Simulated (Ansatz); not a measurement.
The system is MnO2.

```
CELL_PARAMETERS angstrom
2.85496 0.00000 0.00000
-1.42748 2.47246 0.00000
0.00000 0.00000 10.22174
ATOMIC_POSITIONS crystal
Mn 0.00000 0.00000 0.50000
Mn 0.00000 0.00000 0.00000
O 0.66667 0.33333 0.40686
O 0.66667 0.33333 0.09314
O 0.33333 0.66667 0.59314
O 0.33333 0.66667 0.90686
```

Measurements of this composition are mostly on another form, of space group No. 136.

| Quantity | Value |
| --- | --- |
| Program | Ansatz 0.2.0 |
| Task | relaxation of cell and atoms |
| Functional | PBE |
| Potentials or basis | Ansatz PAW |
| Cutoff | 420 eV (not typed: the program's choice for these potentials) |
| k mesh | 11 × 11 × 3 |
| Occupations | fermi-dirac, width 0.05 eV |
| Spin | collinear spin, ferromagnetic start |
| Starting moments | [4.0, 4.0, 0.0, 0.0, 0.0, 0.0] μB |

At the start: volume 12.03 Å³/atom.

Problem. How do energy, volume and symmetry change on relaxing?

Solution. It ends after 24 steps and the volume is 13.51 Å³/atom (+12.4 %); space group P6_3/mmc (No. 194, to 0.05 Å); moment 6.00 μB per cell.

Step by step:
```
step  energy change (eV)  largest force (eV/Å)  volume (Å³)
   1              0.0000                0.2197        72.15
   2             -0.0064                0.1517        74.63
   3             -0.0076                0.0272        75.10
   4             -0.0078                0.0007        75.08
   5             -0.0247                0.0015        75.08
   6             -0.0221                0.0059        76.29
   7             -0.0187                0.0038        77.10
   8             -0.0299                0.0042        77.10
   9             -0.0271                0.0005        78.01
  10             -0.0243                0.0022        78.61
  11             -0.0321                0.0023        78.61
  12             -0.0287                0.0072        79.51
  13             -0.0282                0.0009        79.63
  14             -0.0333                0.0007        79.63
  15             -0.0310                0.0026        80.20
  16             -0.0304                0.0004        80.34
  17             -0.0336                0.0005        80.34
  18             -0.0318                0.0006        80.80
  19             -0.0323                0.0002        80.67
  20             -0.0339                0.0002        80.67
  21             -0.0329                0.0003        80.94
  22             -0.0338                0.0003        80.94
  23             -0.0333                0.0000        81.07
  24             -0.0338                0.0000        81.07
```

Final structure:
```
Mn O
1.0
     2.87652    0.00000    0.00000
    -1.43826    2.49114    0.00000
     0.00000    0.00000   11.31306
Mn O
2 4
Cartesian
  0.0000 0.0000 5.6565
  0.0000 0.0000 0.0000
  1.4383 0.8304 4.7013
  1.4383 0.8304 0.9553
  0.0000 1.6608 6.6118
  0.0000 1.6608 10.3578
```

Caveat: the plane-wave basis is chosen anew once the cell has moved, so the energies of steps on either side of that aren't comparable; the pressure holds a Pulay correction of +0.6 GPa for the finite cutoff; only a ferromagnetic start was run, and an antiferromagnetic order may lie lower in energy.
